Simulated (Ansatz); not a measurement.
Pd under changes of volume

One of the cells (14.750 Å³/atom); the others are scaled copies at fixed shape and fractional positions:

```
Pd
1.0
     0.00000    1.94650    1.94650
     1.94650    0.00000    1.94650
     1.94650    1.94650    0.00000
Pd
1
Direct
  0.00000 0.00000 0.00000
```

- Program: Ansatz 0.2.0
- Functional: PBEsol
- Potentials or basis: all-electron LAPW, scalar-relativistic
- Cutoff: 286 eV (chosen from the basis error)
- Basis error allowed: 0.0005 eV/atom
- k mesh: 12 × 12 × 12
- Occupations: fermi-dirac, width 0.05 eV
- Spin: no spin polarisation

| volume (Å³/atom) | energy over the lowest point (meV/atom) | pressure (GPa) |
| --- | --- | --- |
| 13.865 | ? | ? |
| 14.160 | 5.84 | 5.7 |
| 14.455 | 0.00 | 1.1 |
| 14.750 | 2.11 | -3.0 |
| 15.045 | 11.16 | -6.5 |
| 15.340 | 26.21 | -9.5 |
| 15.635 | 46.54 | -12.2 |

**Question.** What does the run at 13.865 Å³/atom give?

**Answer.** Energy over the lowest point 20.78 meV/atom; pressure 10.9 GPa.

Worked out: A Birch-Murnaghan fit of order 3 (a polynomial in V^(-2/3)) to the other rows has its minimum at 14.52 Å³/atom with B0 = V·E''(V) = 206 GPa and B' = 5.7. It gives 20.78 meV/atom at 13.865 Å³/atom, against the run's 20.78, and -dE/dV = 10.8 GPa, against 10.9.

Energies are extrapolated to zero smearing.
